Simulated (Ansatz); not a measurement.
Level of theory: DFT, RPBE, plane waves (420 eV) with PAW, scalar-relativistic in Ansatz 0.2.0. The PAW files were generated under PBE, with cores re-solved for the functional.

An element in the fcc structure gives this curve. The cell is scaled uniformly from the relaxed one, with fractional coordinates and shape fixed. Energies are extrapolated to zero smearing, pressures are those at the given smearing. Magnetic state: spin not included.

| V (Å³/atom) | E − E₀ (meV/atom) | P (GPa) |
| --- | --- | --- |
| 21.499 | 43.5 | 5.69 |
| 22.476 | 17.0 | 3.20 |
| 23.453 | 3.5 | 1.32 |
| 24.431 | 0.0 | -0.10 |
| 25.408 | 4.0 | -1.16 |
| 26.385 | 13.8 | -1.95 |
| 27.362 | 27.7 | -2.51 |

Q: Which element is it?
A. cerium
B. lithium
C. cadmium
D. antimony

A: C. Its fit is V₀ = 24.35 Å³/atom, B₀ = 31 GPa, B₀′ = 5.9.
